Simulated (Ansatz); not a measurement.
# Band edges of TlBr (Pm-3m)

```xyz
2
Lattice="3.9145 0.0000 0.0000 0.0000 3.9145 0.0000 0.0000 0.0000 3.9145" Properties=species:S:1:pos:R:3 pbc="T T T"
Tl    0.0000    0.0000    0.0000
Br    1.9573    1.9573    1.9573
```

Conventional cell: a = 3.915 Å, b = 3.915 Å, c = 3.915 Å, α = 90.00°, β = 90.00°, γ = 90.00°. Tl (atom 1) is surrounded by 8 Br at 3.39 Å. Br (atom 2) is surrounded by 8 Tl at 3.39 Å.

Level of theory, where no other is named: PBEsol, all-electron LAPW in Ansatz 0.2.0, scalar-relativistic. k mesh 6×6×6, fixed occupations, basis error target 1 meV/atom. The cell was relaxed by PAW under this functional, which moved its volume by -5 % from the database entry's.

Extrema are searched on a 10×10×10 mesh and refined by Newton steps; masses come from band slopes 0.005 Å⁻¹ away, 1/m* = (1/ħ²) d²E/dk², negative for holes (the finite step makes the lightest masses up to about 3 % heavy). k is in units of the reciprocal vectors.

(1) Where are the band edges, and is the gap direct?

(2) What are the electron masses at the edge?

(3) What are the hole masses at the edge?

(4) Along the Cartesian direction 101 the conduction slope is 0.2336 eV·Å one step out. What is it four steps out, and what does that say?

(5) What electronic dielectric constant and refractive index follow from the same bands (independent particles)?

(6) What gap does PAW give in the same cell?

Results:

(1) The valence maximum lies at X (0.000, 0.000, -0.500) and the conduction minimum at X (0.000, 0.000, -0.500), so the Kohn-Sham gap of 1.587 eV is direct. A further conduction extremum at R (-0.500, -0.500, -0.500) lies 0.221 eV from the edge (1 equivalent point). A further valence extremum at (0.186, 0.186, 0.186) lies 0.307 eV from the edge (8 equivalent points).

(2) The principal masses are 0.136, 0.203, 0.203 mₑ. One valley has a density-of-states mass (m₁m₂m₃)^(1/3) = 0.178; 3 valleys give N^(2/3) times that, 0.37; the direction-averaged conductivity mass 3/Σ(1/mᵢ) is 0.175 mₑ.

(3) The principal masses are 0.197, 0.429, 0.429 mₑ. One valley has a density-of-states mass (m₁m₂m₃)^(1/3) = 0.331; 3 valleys give N^(2/3) times that, 0.689; the direction-averaged conductivity mass 3/Σ(1/mᵢ) is 0.308 mₑ.

(4) 0.9246 eV·Å, 3.959 times the first; a parabola would give 4, so the band is nearly parabolic here.

(5) ε∞ = (7.28, 7.28, 7.28), so n ≈ √ε∞ = 2.70 (mean over directions) well under the gap and the normal reflectivity is ((n − 1)/(n + 1))² = 0.211. With the conductivity mass, a hydrogenic donor screened by ε∞ alone would bind by 13.6 eV × m*/ε∞² = 45 meV; static screening by the ions makes it shallower. Local fields, left out here, lower ε∞ by several per cent.

(6) 1.587 eV, 0 meV from the LAPW value.

Known limits: no spin-orbit coupling on heavy atoms; two errors of opposite sign act on the gap: semilocal levels put it low, and leaving out spin-orbit coupling puts it high by tenths of an eV; the frozen-core PAW files of the compared runs were fitted under PBE, their cores solved anew for this functional.
